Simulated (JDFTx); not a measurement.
The system is SiC (Moissanite).

```
Si C
1.0
     3.07600    0.00000    0.00000
    -1.53800    2.66389    0.00000
     0.00000    0.00000    5.04800
Si C
2 2
Direct
  0.66667 0.33333 0.50000
  0.33333 0.66667 0.00000
  0.66667 0.33333 0.88500
  0.33333 0.66667 0.38500
```

```yaml
Program: JDFTx 1.7.0 (patched build)
Task: single point
Functional: PBE
Potentials_or_basis: PseudoDojo-SR-PBE-0.5-standard
Cutoff: 1116 eV
Density_cutoff: 8925 eV
k_mesh: 10 × 10 × 5
Occupations: fermi-dirac, width 0.05 eV
Spin: no spin polarisation
```

On this cell: pressure 3.7 GPa; largest force 0.760 eV/Å; band gap on the k mesh 2.49 eV, indirect (least direct gap 4.09 eV).

The same run follows on a disturbed copy (atoms moved at random, drawn with an rms of 0.05 Å):

```
CELL_PARAMETERS angstrom
3.07600 0.00000 0.00000
-1.53800 2.66389 0.00000
0.00000 0.00000 5.04800
ATOMIC_POSITIONS crystal
Si 0.66176 0.32400 0.50824
Si 0.33440 0.66063 0.00133
C 0.68683 0.33924 0.88747
C 0.34214 0.66909 0.38002
```

Problem. What does the disturbed cell give?

Solution. The energy moves by +8.8 meV/atom; pressure 3.7 GPa; largest force 1.515 eV/Å; band gap on the k mesh 2.35 eV, indirect (least direct gap 3.97 eV).

Forces in eV/Å, atoms in the order of the input:
```
Si   0.495  0.634 -0.323
Si   0.872  0.674  0.951
C   -0.981 -0.724 -0.899
C   -0.385 -0.584  0.271
```

Stress tensor (GPa, compression positive):
```
4.89 1.16 1.56
1.16 4.19 1.50
1.56 1.50 2.14
```

Caveats: the empty levels aren't tightly converged; an odd mesh through Γ misses points on the zone boundary, where band edges often lie.
